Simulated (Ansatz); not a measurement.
The system is TiCo3.

```
Co Ti
1.0
     3.57100    0.00000    0.00000
     0.00000    3.57100    0.00000
     0.00000    0.00000    3.57100
Co Ti
3 1
Cartesian
  1.7855 1.7855 0.0000
  1.7855 0.0000 1.7855
  0.0000 1.7855 1.7855
  0.0000 0.0000 0.0000
```

Program: Ansatz 0.2.0. Alike in all runs: task single point; level PBEsol; potentials or basis Ansatz PAW; cell as given; cutoff (eV) 420; smearing fermi-dirac 0.05 eV.

Q: Order these runs on this cell by their pressure, lowest first.
A. spin collinear, ferromagnetic start; k mesh 8 × 8 × 8
B. spin collinear, ferromagnetic start; fixed moment (μB) 5.2; k mesh 6 × 6 × 6
C. spin collinear, ferromagnetic start; fixed moment (μB) 3.5; k mesh 6 × 6 × 6
D. spin collinear, ferromagnetic start; fixed moment (μB) 1.8; k mesh 6 × 6 × 6
E. spin collinear, program default start; fixed moment (μB) 0.0; k mesh 6 × 6 × 6

A: E (-8.2 GPa), D (-5.9 GPa), A (-3.9 GPa), C (0.1 GPa), B (9.3 GPa).

Caveats: the PAW data sets come from PBE, with cores solved anew for the run's functional, which leaves a small shift of forces and pressure; the total moment is fixed, so each spin has its own Fermi level (some runs); the thresholds are loose for stress (some runs); the starting moments weren't kept (some runs).
